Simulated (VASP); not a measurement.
# Vibrations of ZnSe (Stilleite) at several levels of theory, part 2 of 3

How much do the zone-centre frequencies of ZnSe (Stilleite) depend on the functional? The starting structure is a measured crystal structure from the Crystallography Open Database.

VASP 6.6.1.

Results so far: LDA T2 218.3 cm⁻¹.

## (3) Modes with LDA at the measured cell

Level of this step: LDA; plane waves and PAW (Se, Zn) (VASP).

A relaxation of the atoms in the fixed cell, not shown, had nothing to move.

The input, INCAR:

```
SYSTEM = ZnSe
PREC = Accurate
ENCUT = 450
EDIFF = 1E-08
NELM = 100
ISMEAR = 0
SIGMA = 0.03
LREAL = .FALSE.
ALGO = Normal
GGA = CA
NBANDS = 15
LORBIT = 11
LWAVE = .FALSE.
LCHARG = .FALSE.
KPAR = 4
IBRION = 8
LEPSILON = .TRUE.
LPEAD = .TRUE.
ISIF = 2
```

The input, POSCAR:

```
ZnSe
1.0
    0.0000000000      2.8338000000      2.8338000000
    2.8338000000      0.0000000000      2.8338000000
    2.8338000000      2.8338000000      0.0000000000
Se Zn
1 1
Direct
    0.7500000000      0.7500000000      0.7500000000
    0.0000000000      0.0000000000      0.0000000000
```

The input, KPOINTS:

```
Automatic mesh
0
Gamma
10 10 10
0 0 0
```

PAW data sets: Se and Zn (LDA family, release 64).

The run is started by

```bash
mpirun -np 4 vasp_std
```

Output:

```text
[... set-up lines as in an earlier step ...]
 entering main loop
       N       E                     dE             d eps       ncg     rms          rms(c)
DAV:   1     0.823488188126E+02    0.82349E+02   -0.81863E+03  1410   0.124E+03
DAV:   2    -0.241444920654E+01   -0.84763E+02   -0.80096E+02  1550   0.245E+02
DAV:   3    -0.761428141066E+01   -0.51998E+01   -0.51803E+01  1718   0.616E+01
DAV:   4    -0.765711988115E+01   -0.42838E-01   -0.42830E-01  1662   0.612E+00
[...]
DAV:  12    -0.735079750132E+01   -0.90542E-07   -0.18480E-06  1690   0.953E-03    0.138E-03
DAV:  13    -0.735079751178E+01   -0.10469E-07   -0.59857E-08  1683   0.299E-03    0.486E-04
DAV:  14    -0.735079751204E+01   -0.26034E-09   -0.37713E-09  1076   0.579E-04
   1 F= -.73507975E+01 E0= -.73507975E+01  d E =-.776298E-16
 Linear response reoptimize wavefunctions to high precision
DAV:   1    -0.735079751173E+01    0.31014E-09   -0.12455E-09  1405   0.551E-04
DAV:   2    -0.735079751180E+01   -0.64347E-10   -0.46776E-10   894   0.169E-04
 Linear response to external field (no local field effect), progress :
[...]
RMM:  13    -0.825683751001E-01   -0.44599E-07    0.24222E-09  3975   0.145E-05    0.815E-08
 first order change of Fermi-energy   0.30617E-03
 force on displaced ion       1 direction 1 :  -5.279   0.000   0.000
 Born effective charge ion    1 direction 1 :  -2.051   0.000   0.000
 Linear response progress:
  Degree of freedom:   2/  2
       N       E                     dE             d eps       ncg     rms          rms(c)
RMM:   1    -0.212949788506E+00   -0.21295E+00   -0.14577E-02  7178   0.201E+00
RMM:   2    -0.211307466052E+00    0.16423E-02   -0.23460E-03  8177   0.356E-01    0.829E-02
RMM:   3    -0.211040141982E+00    0.26732E-03   -0.39671E-05  9147   0.439E-02    0.498E-02
RMM:   4    -0.210704934017E+00    0.33521E-03   -0.16884E-05  9422   0.270E-02    0.254E-03
[...]
RMM:   8    -0.210718053443E+00    0.28908E-06    0.61433E-08  9853   0.126E-04    0.132E-05
RMM:   9    -0.210718093137E+00   -0.39694E-07    0.11594E-08 10137   0.632E-05    0.385E-06
RMM:  10    -0.210718090546E+00    0.25911E-08    0.13475E-08  9339   0.412E-05    0.209E-06
 first order change of Fermi-energy  -0.44879E-04
 force on displaced ion       2 direction 1 :  -5.353   0.000   0.000
 Born effective charge ion    2 direction 1 :   2.049   0.000   0.000
 Born effective charges drift removed
 Linear response finished
```

Elapsed: 69 s, on 4 MPI ranks of Intel Xeon 6975P-C (Granite Rapids), shared host; peak memory 1.6 GiB.

Parts of OUTCAR (step 3):

```text
  Total       -0.9027244     -0.9027244     -0.9027244      0.0000000      0.0000000     -0.0000000
  in kB      -31.7781179    -31.7781179    -31.7781179      0.0000000      0.0000000     -0.0000000
  external PRESSURE =     -31.7781179 kB  Pullay stress =       0.0000000 kB

 POSITION                                       TOTAL-FORCE (eV/Angst)
 -----------------------------------------------------------------------------------
      4.25070      4.25070      4.25070        -0.000000     -0.000000     -0.000000
      0.00000      0.00000      0.00000         0.000000      0.000000      0.000000
 -----------------------------------------------------------------------------------
    total drift:                                0.000000      0.000000     -0.000000

 MACROSCOPIC STATIC DIELECTRIC TENSOR (including local field effects in DFT)
 ------------------------------------------------------
           7.544968     0.000000    -0.000000
           0.000000     7.544968     0.000000
           0.000000     0.000000     7.544968
 ------------------------------------------------------

 MACROSCOPIC STATIC DIELECTRIC TENSOR IONIC CONTRIBUTION
 ------------------------------------------------------
           3.145973    -0.000000     0.000000
          -0.000000     3.145973     0.000000
           0.000000     0.000000     3.145973
 ------------------------------------------------------

[... 1 part as in an earlier step ...]

[... 1 further part left out ...]
```

With LDA at the measured cell the mode is T2 201.1 cm⁻¹, -17.2 cm⁻¹ from LDA.

## (4) Modes with PBEsol

PBEsol restores the gradient expansion of exchange and is tuned for the cells of solids. The cell comes from a relaxation at this level, not shown (44.83 Å³).

Changes to INCAR since step 3:

```diff
@@ -9,3 +9,3 @@
 ALGO = Normal
-GGA = CA
+GGA = PS
 NBANDS = 15
```

The input, POSCAR:

```
ZnSe
1.0
    0.0000000000      2.8195688662      2.8195688662
    2.8195688662      0.0000000000      2.8195688662
    2.8195688662      2.8195688662      0.0000000000
Se Zn
1 1
Direct
    0.7500000000      0.7500000000      0.7500000000
    0.0000000000      0.0000000000      0.0000000000
```

KPOINTS is that of step 3.

Potentials, in the order of the species: Se and Zn (PBE family, release 64).

The run is started by

```bash
mpirun -np 4 vasp_std
```

Output:

```text
[banner, memory and clock lines left out]
running    4 mpi-ranks, on    1 nodes
[...]
|                                                                             |
|               ----> ADVICE to this user running VASP <----                  |
|                                                                             |
|     You enforced a specific xc type in the INCAR file but a different       |
|     [... a line on the potential file left out ...]
|     I HOPE YOU KNOW WHAT YOU ARE DOING!                                     |
|                                                                             |

 LDA part: xc-table for (Slater+PW92), standard interpolation
 POSCAR, INCAR and KPOINTS ok, starting setup
[...]
entering main loop
       N       E                     dE             d eps       ncg     rms          rms(c)
DAV:   1     0.808116282015E+02    0.80812E+02   -0.81309E+03  1410   0.124E+03
DAV:   2    -0.214008397668E+01   -0.82952E+02   -0.78702E+02  1578   0.241E+02
[...]
RMM:  12    -0.821515102921E-01   -0.44176E-08   -0.44788E-09  6887   0.210E-05    0.190E-07
 first order change of Fermi-energy   0.32371E-03
 force on displaced ion       1 direction 1 :  -5.798  -0.000  -0.000
 Born effective charge ion    1 direction 1 :  -2.022   0.000   0.000
 Linear response progress:
  Degree of freedom:   2/  2
       N       E                     dE             d eps       ncg     rms          rms(c)
RMM:   1    -0.211935426684E+00   -0.21194E+00   -0.11847E-02  7201   0.197E+00
RMM:   2    -0.210253295309E+00    0.16821E-02   -0.23543E-03  8187   0.360E-01    0.844E-02
RMM:   3    -0.209968368454E+00    0.28493E-03   -0.33525E-05  9205   0.440E-02    0.508E-02
RMM:   4    -0.209592435876E+00    0.37593E-03   -0.19699E-05  9573   0.290E-02    0.241E-03
[...]
RMM:   8    -0.209603609729E+00    0.21900E-06    0.29403E-08 10034   0.111E-04    0.179E-05
RMM:   9    -0.209603669908E+00   -0.60179E-07    0.61580E-09  9919   0.558E-05    0.339E-06
RMM:  10    -0.209603674169E+00   -0.42617E-08    0.11384E-08  9953   0.268E-05    0.271E-06
 first order change of Fermi-energy  -0.46828E-04
 force on displaced ion       2 direction 1 :  -5.821   0.000   0.000
 Born effective charge ion    2 direction 1 :   2.020   0.000   0.000
 Born effective charges drift removed
 Linear response finished
```

It took 77 s on 4 MPI ranks; peak memory 1.7 GiB.

Parts of OUTCAR (step 4):

```text
  Total       -0.0027657     -0.0027657     -0.0027657      0.0000000      0.0000000      0.0000000
  in kB       -0.0988401     -0.0988401     -0.0988401      0.0000000      0.0000000      0.0000000
  external PRESSURE =      -0.0988401 kB  Pullay stress =       0.0000000 kB

 POSITION                                       TOTAL-FORCE (eV/Angst)
 -----------------------------------------------------------------------------------
      4.22935      4.22935      4.22935        -0.000000     -0.000000     -0.000000
      0.00000      0.00000      0.00000         0.000000      0.000000      0.000000
 -----------------------------------------------------------------------------------
    total drift:                               -0.000001     -0.000001     -0.000001

 MACROSCOPIC STATIC DIELECTRIC TENSOR (including local field effects in DFT)
 ------------------------------------------------------
           7.349492    -0.000000     0.000000
           0.000000     7.349492     0.000000
           0.000000    -0.000000     7.349492
 ------------------------------------------------------

 MACROSCOPIC STATIC DIELECTRIC TENSOR IONIC CONTRIBUTION
 ------------------------------------------------------
           2.839081     0.000000     0.000000
           0.000000     2.839081    -0.000000
           0.000000    -0.000000     2.839081
 ------------------------------------------------------

[... 1 part as in an earlier step ...]

[... 1 further part left out ...]
```

With PBEsol the mode is T2 210.2 cm⁻¹, -8.1 cm⁻¹ from LDA.

## (5) Modes with PBE

PBE, the usual starting point, adds the gradient of the density. The cell comes from a relaxation at this level, not shown (47.23 Å³).

Changes to INCAR since step 4:

```diff
@@ -9,3 +9,3 @@
 ALGO = Normal
-GGA = PS
+GGA = PE
 NBANDS = 15
```

The input, POSCAR:

```
ZnSe
1.0
    0.0000000000      2.8689388089      2.8689388089
    2.8689388089      0.0000000000      2.8689388089
    2.8689388089      2.8689388089      0.0000000000
Se Zn
1 1
Direct
    0.7500000000      0.7500000000      0.7500000000
    0.0000000000      0.0000000000      0.0000000000
```

KPOINTS is that of step 4.

The run is started by

```bash
mpirun -np 4 vasp_std
```

Output:

```text
[banner, memory and clock lines left out]
running    4 mpi-ranks, on    1 nodes
[...]
LDA part: xc-table for (Slater+PW92), standard interpolation
 POSCAR, INCAR and KPOINTS ok, starting setup
[...]
entering main loop
       N       E                     dE             d eps       ncg     rms          rms(c)
DAV:   1     0.843349074042E+02    0.84335E+02   -0.81960E+03  1410   0.120E+03
DAV:   2    -0.938622348222E+00   -0.85274E+02   -0.80602E+02  1557   0.245E+02
DAV:   3    -0.627570563719E+01   -0.53371E+01   -0.53139E+01  1704   0.619E+01
DAV:   4    -0.632210554944E+01   -0.46400E-01   -0.46388E-01  1634   0.613E+00
[...]
DAV:  13    -0.603099654922E+01   -0.70529E-07   -0.58367E-07  1578   0.617E-03    0.675E-04
DAV:  14    -0.603099659715E+01   -0.47921E-07   -0.47639E-08  1774   0.221E-03    0.475E-04
DAV:  15    -0.603099659957E+01   -0.24263E-08   -0.42844E-09  1167   0.107E-03
   1 F= -.60309966E+01 E0= -.60309966E+01  d E =-.518268E-24
 Linear response reoptimize wavefunctions to high precision
[...]
RMM:  12    -0.826539272001E-01   -0.58657E-08   -0.56180E-10  6913   0.563E-06    0.240E-07
 first order change of Fermi-energy   0.32434E-03
 force on displaced ion       1 direction 1 :  -5.061   0.000   0.000
 Born effective charge ion    1 direction 1 :  -2.104   0.000   0.000
 Linear response progress:
  Degree of freedom:   2/  2
       N       E                     dE             d eps       ncg     rms          rms(c)
RMM:   1    -0.211715676911E+00   -0.21172E+00   -0.17853E-02  7182   0.194E+00
RMM:   2    -0.210219684191E+00    0.14960E-02   -0.21663E-03  8172   0.331E-01    0.792E-02
RMM:   3    -0.209894602040E+00    0.32508E-03   -0.37102E-05  9185   0.421E-02    0.479E-02
RMM:   4    -0.209431889149E+00    0.46271E-03   -0.21023E-05  9395   0.304E-02    0.262E-03
[...]
RMM:   8    -0.209432027072E+00   -0.95242E-07    0.56689E-09 10163   0.109E-04    0.251E-05
RMM:   9    -0.209432169811E+00   -0.14274E-06   -0.23953E-09  9714   0.625E-05    0.539E-06
RMM:  10    -0.209432172637E+00   -0.28261E-08    0.37315E-09 10442   0.146E-05    0.334E-06
 first order change of Fermi-energy  -0.39231E-04
 force on displaced ion       2 direction 1 :  -5.098   0.000   0.000
 Born effective charge ion    2 direction 1 :   2.102   0.000   0.000
 Born effective charges drift removed
 Linear response finished
```

The job ended after 80 s (4 MPI ranks; peak memory 1.7 GiB; 5.3 min of CPU time).

From OUTCAR (step 5):

```text
  Total       -0.0029313     -0.0029313     -0.0029313      0.0000000      0.0000000      0.0000000
  in kB       -0.0994441     -0.0994441     -0.0994441      0.0000000      0.0000000      0.0000000
  external PRESSURE =      -0.0994441 kB  Pullay stress =       0.0000000 kB

 POSITION                                       TOTAL-FORCE (eV/Angst)
 -----------------------------------------------------------------------------------
      4.30341      4.30341      4.30341        -0.000000      0.000000     -0.000000
      0.00000      0.00000      0.00000         0.000000     -0.000000      0.000000
 -----------------------------------------------------------------------------------
    total drift:                                0.000002      0.000002      0.000001

 MACROSCOPIC STATIC DIELECTRIC TENSOR (including local field effects in DFT)
 ------------------------------------------------------
           7.285882    -0.000000     0.000000
           0.000000     7.285882    -0.000000
           0.000000     0.000000     7.285882
 ------------------------------------------------------

 MACROSCOPIC STATIC DIELECTRIC TENSOR IONIC CONTRIBUTION
 ------------------------------------------------------
           3.338624     0.000000    -0.000000
           0.000000     3.338624     0.000000
          -0.000000     0.000000     3.338624
 ------------------------------------------------------

[... 1 part as in an earlier step ...]

[... 1 further part left out ...]
```

With PBE the mode is T2 196.5 cm⁻¹, -21.8 cm⁻¹ from LDA.

## (6) Modes with PBEsol + D3(BJ)

D3 with Becke-Johnson damping keeps a finite attraction at short range. The cell comes from a relaxation at this level, not shown (43.46 Å³).

The input, INCAR:

```
SYSTEM = ZnSe
PREC = Accurate
ENCUT = 450
EDIFF = 1E-08
NELM = 100
ISMEAR = 0
SIGMA = 0.03
LREAL = .FALSE.
ALGO = Normal
GGA = PS
IVDW = 12
NBANDS = 15
LORBIT = 11
LWAVE = .FALSE.
LCHARG = .FALSE.
KPAR = 4
IBRION = 6
NFREE = 2
POTIM = 0.015
NSW = 1
ISIF = 2
```

The input, POSCAR:

```
ZnSe
1.0
    0.0000000000      2.7905176408      2.7905176408
    2.7905176408      0.0000000000      2.7905176408
    2.7905176408      2.7905176408      0.0000000000
Se Zn
1 1
Direct
    0.7500000000      0.7500000000      0.7500000000
    0.0000000000      0.0000000000      0.0000000000
```

KPOINTS is that of step 5.

The run is started by

```bash
mpirun -np 4 vasp_std
```

Output:

```text
[banner, memory and clock lines left out]
running    4 mpi-ranks, on    1 nodes
[...]
[... a notice as in an earlier step ...]

 LDA part: xc-table for (Slater+PW92), standard interpolation
 POSCAR, INCAR and KPOINTS ok, starting setup
[...]
entering main loop
       N       E                     dE             d eps       ncg     rms          rms(c)
DAV:   1     0.810375663949E+02    0.81038E+02   -0.82415E+03  1410   0.126E+03
DAV:   2    -0.208574995629E+01   -0.83123E+02   -0.78794E+02  1585   0.242E+02
DAV:   3    -0.703151246871E+01   -0.49458E+01   -0.49251E+01  1690   0.604E+01
DAV:   4    -0.707051176237E+01   -0.38999E-01   -0.38995E-01  1697   0.564E+00
[...]
DAV:  13    -0.676178308123E+01   -0.98647E-07   -0.27149E-07  1648   0.394E-03    0.861E-04
DAV:  14    -0.676178306722E+01    0.14009E-07   -0.16654E-08  1606   0.943E-04    0.543E-04
DAV:  15    -0.676178306415E+01    0.30714E-08   -0.41107E-09   922   0.132E-03
   1 F= -.73570008E+01 E0= -.73570008E+01  d E =-.860404E-14
[... from here on, the cycles between the ionic steps are left out ...]
   2 F= -.73562750E+01 E0= -.73562750E+01  d E =-.426583E-12
   3 F= -.73562752E+01 E0= -.73562752E+01  d E =-.424775E-12
   4 F= -.73562806E+01 E0= -.73562806E+01  d E =-.425506E-12
   5 F= -.73562806E+01 E0= -.73562806E+01  d E =-.425637E-12
 Finite differences progress:
  Degree of freedom:   2/  2
  Displacement:        2/  2
  Total:               4/  4
```

Run time: 27 s. Hardware: 4 MPI ranks; peak memory 1.1 GiB.

From OUTCAR (step 6):

```text
 Edisp (eV)   -0.59522

 Edisp (eV)   -0.59522

  Total       0.00436     0.00594     0.00594     0.00000     0.10419     0.00000
  in kB       0.16077     0.21906     0.21906     0.00000     3.84117     0.00000
  external pressure =        0.20 kB  Pullay stress =        0.00 kB

 POSITION                                       TOTAL-FORCE (eV/Angst)
 -----------------------------------------------------------------------------------
      4.18578      4.18578      4.18578        -0.096536      0.000000      0.000000
     -0.01500      0.00000      0.00000         0.096536      0.000000      0.000000
 -----------------------------------------------------------------------------------
    total drift:                               -0.000180     -0.000005     -0.000007

  FREE ENERGIE OF THE ION-ELECTRON SYSTEM (eV)
  ---------------------------------------------------
  free  energy   TOTEN  =        -7.3562805949 eV

  energy  without entropy=       -7.3562805949  energy(sigma->0) =       -7.35628059

[... 1 part as in an earlier step ...]

[... 2 further parts left out ...]
[key lines of the parts left out:]
E-fermi :   2.0371
```

The last energy, forces and stress in OUTCAR belong to the last displaced cell, not to that of POSCAR.

With PBEsol + D3(BJ) the mode is T2 221.3 cm⁻¹, +3.0 cm⁻¹ from LDA.

## (7) Modes with r2SCAN

r2SCAN adds the kinetic-energy density, costs more than a GGA and is run with LASPH. The cell comes from a relaxation at this level, not shown (45.43 Å³).

Changes to INCAR since step 6:

```diff
@@ -9,4 +9,4 @@
 ALGO = Normal
-GGA = PS
-IVDW = 12
+METAGGA = R2SCAN
+LASPH = .TRUE.
 NBANDS = 15
```

The input, POSCAR:

```
ZnSe
1.0
    0.0000000000      2.8320949784      2.8320949784
    2.8320949784      0.0000000000      2.8320949784
    2.8320949784      2.8320949784      0.0000000000
Se Zn
1 1
Direct
    0.7500000000      0.7500000000      0.7500000000
    0.0000000000      0.0000000000      0.0000000000
```

KPOINTS is that of step 6.

The run is started by

```bash
mpirun -np 4 vasp_std
```

Output:

```text
[banner, memory and clock lines left out]
running    4 mpi-ranks, on    1 nodes
[...]
[... a notice as in an earlier step ...]

 LDA part: xc-table for (None), standard interpolation
 POSCAR, INCAR and KPOINTS ok, starting setup
[...]
entering main loop
       N       E                     dE             d eps       ncg     rms          rms(c)
DAV:   1     0.612164185792E+02    0.61216E+02   -0.82770E+03  1418   0.126E+03
DAV:   2    -0.226253737639E+02   -0.83842E+02   -0.79339E+02  1564   0.247E+02
DAV:   3    -0.276506945449E+02   -0.50253E+01   -0.50094E+01  1690   0.617E+01
DAV:   4    -0.276863725232E+02   -0.35678E-01   -0.35676E-01  1690   0.586E+00
[...]
DAV:  17    -0.249071685828E+02   -0.12570E-07   -0.20861E-09   845   0.435E-04    0.357E-05
DAV:  18    -0.249071685379E+02    0.44858E-07   -0.20976E-10   796   0.201E-04    0.170E-05
DAV:  19    -0.249071685297E+02    0.82573E-08   -0.40410E-11   810   0.142E-04
   1 F= -.24907169E+02 E0= -.24907169E+02  d E =-.296366E-13
[... from here on, the cycles between the ionic steps are left out ...]
   2 F= -.24906547E+02 E0= -.24906547E+02  d E =-.124183E-11
   3 F= -.24906543E+02 E0= -.24906543E+02  d E =-.123976E-11
   4 F= -.24906688E+02 E0= -.24906688E+02  d E =-.123271E-11
   5 F= -.24906694E+02 E0= -.24906694E+02  d E =-.123512E-11
 Finite differences progress:
  Degree of freedom:   2/  2
  Displacement:        2/  2
  Total:               4/  4
```

The job ended after 2.2 min (4 MPI ranks; peak memory 1.1 GiB; 8.8 min of CPU time).

Parts of OUTCAR (step 7):

```text
  Total        0.0131043      0.0007255      0.0007255      0.0000000      0.0929811      0.0000000
  in kB        0.4621388      0.0255856      0.0255856      0.0000000      3.2790787      0.0000000
  external PRESSURE =       0.1711033 kB  Pullay stress =       0.0000000 kB

 POSITION                                       TOTAL-FORCE (eV/Angst)
 -----------------------------------------------------------------------------------
      4.24814      4.24814      4.24814        -0.076285      0.000000      0.000000
     -0.01500      0.00000      0.00000         0.076285     -0.000000     -0.000000
 -----------------------------------------------------------------------------------
    total drift:                               -0.012758      0.000012      0.000011

  FREE ENERGIE OF THE ION-ELECTRON SYSTEM (eV)
  ---------------------------------------------------
  free  energy   TOTEN  =       -24.9066939679 eV

  energy  without entropy=      -24.9066939678  energy(sigma->0) =      -24.90669397

[... 1 part as in an earlier step ...]

[... 2 further parts left out ...]
[key lines of the parts left out:]
E-fermi :   1.4517
```

With r2SCAN the mode is T2 200.6 cm⁻¹, -17.7 cm⁻¹ from LDA.

[end of part 2 of 3]

[Lines on the potential files, build, host, timing and source positions are cut from VASP's logs without a mark.]

[Logs are printed without paths, hosts, clocks, repeated set-up lines and the standing remarks that a program may print on its own settings, such as how far it seeks lower states.]

[Hosts, paths, dates, database ids (printed as entryN), source tags and the programs' standing remarks are cut or masked in the printed files.]
